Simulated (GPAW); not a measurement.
**GaP in GPAW: the effect of dispersion**

Crystal: GaP.

```
Ga P
1.0
     0.00000    2.72525    2.72525
     2.72525    0.00000    2.72525
     2.72525    2.72525    0.00000
Ga P
1 1
Direct
  0.00000 0.00000 0.00000
  0.75000 0.75000 0.75000
```

Alike in all runs:

```yaml
Program: GPAW 26.7.0
Task: relaxation of cell and atoms
Functional: PBEsol
Potentials_or_basis: PAW data sets generated in the run's folder for this functional
Cutoff: 600 eV
Basis: pw
k_mesh: 8 × 8 × 8
Occupations: fermi-dirac, width 0.05 eV
Spin: no spin polarisation
```

Each run relaxes the cell or the atoms first.

**Question.** One run gave: relaxed volume 20.58 Å³/atom; gap on the mesh 1.56 eV. Which dispersion did it use?
A. D3(BJ)-ATM
B. none
C. D3
D. D3(BJ)
E. D4

**Answer.** B.

| dispersion | relaxed volume (Å³/atom) | gap on the mesh (eV) |
| --- | --- | --- |
| none | 20.58 | 1.56 |
| D3 | 20.24 | 1.53 |
| D3(BJ) | 20.09 | 1.51 |
| D3(BJ)-ATM | 20.15 | 1.52 |
| D4 | 20.23 | 1.53 |

Caveats: the data sets keep Ga 3d, Li 1s and Be 1s frozen, and some such compounds lay over 1.5 % in volume off other programs; later steps reuse the first step's grids; the relaxation stopped at its first step, so nothing moved (some runs).

A k mesh can miss the band edges.

A gap of «none» marks a metal or a gap under the smearing width.

Runs at the PBE level aren't shown here.
